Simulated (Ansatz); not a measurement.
**GeS under strain — ⁷³Ge nuclear quadrupole resonance**

Cell: a COD entry, relaxed with PBE at fixed cell and then changed (z stretched by 1 %, ions relaxed).

```
Ge S
1.0
    10.47000    0.00000    0.00000
     0.00000    3.64100    0.00000
     0.00000    0.00000    4.33997
Ge S
4 4
Direct
  0.62124 0.25000 0.36919
  0.87876 0.75000 0.86919
  0.12124 0.25000 0.13081
  0.37876 0.75000 0.63081
  0.85026 0.25000 0.49741
  0.64974 0.75000 0.99741
  0.35026 0.25000 0.00259
  0.14974 0.75000 0.50259
```

Atom numbers follow the list; atoms alike are taken as one site, whose name carries the number of the first.

Method: Kohn–Sham DFT in Ansatz, PBE, plane waves and PAW, scalar-relativistic, 420 eV cutoff, Γ-centred 5×12×10 k-points, Fermi–Dirac smearing 0.02 eV.

⁷³Ge: I = 9/2, Q = -196.0 mb (year-2017 value). Static lattice, zero field.

(1) The simulated lines lie at 2.45, 2.76, 4.35, 5.21, 5.87 MHz. What are |C_Q|, η and |V_zz| at Ge?

Results:

(1) For I = 9/2 and η = 0 the lines are |C_Q|/24 times 1, 2, 3 and 4; η shifts the lowest up most. At large η the states mix, and weaker lines appear at sums of the main ones; lines under 5 % of the strongest are left out. Here |C_Q| = 35.5 MHz, η = 0.32 and |V_zz| = 7.50 × 10²¹ V/m². The calculation gives V_zz negative; the lines don't show the sign. The site has 3 S at 2.45–2.46 Å; also 3 S at 3.25–3.29 Å.

At Ge V_zz stands upright on the plane through its three neighbours (within 5°).
